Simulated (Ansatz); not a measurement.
Runs of Ansatz 0.2.0 on Mg. Symmetry: I4/mmm, No. 139, tetragonal system. Conventional cell: a = 3.672 Å, b = 3.672 Å, c = 3.359 Å, α = 90.00°, β = 90.00°, γ = 90.00°. Mg (site symmetry 4/mmm) is surrounded by 10 Mg at 3.09 to 3.36 Å. This isn't the form of Mg at room conditions, which is hcp.

```tsv
task	level	potentials or basis	cell	cutoff (eV)	gap on the mesh (eV)	pressure (GPa)	relaxed volume (Å³/atom)
relaxation of cell and atoms	PBEsol	Ansatz PAW	relaxed	420	none	0.0	(a)
ladder of functionals	LDA	JTH PAW LDA	as given	870	none	-1.5	-
relaxation of cell and atoms	r2SCAN	Ansatz PAW	relaxed	500	none	0.0	22.49
relaxation of cell and atoms	BLYP	Ansatz PAW	relaxed	420	none	0.0	23.68
```

Alike in all rows: no spin polarisation; k mesh 11 × 11 × 11; smearing fermi-dirac 0.05 eV.

Task: Fill in the values left out.

Result: (a) 22.41.

Caveats: the plane-wave basis is chosen anew once the cell has moved, so the energies of steps on either side of that aren't comparable (some runs); the PAW data sets come from PBE, with cores solved anew for the run's functional, which leaves a small shift of forces and pressure (some runs); the potentials were made for another functional, which shifts forces and pressure (some runs).

A k mesh can miss the band edges.

A gap of «none» marks a metal or a gap under the smearing width.

Not every run made on this cell is shown here.
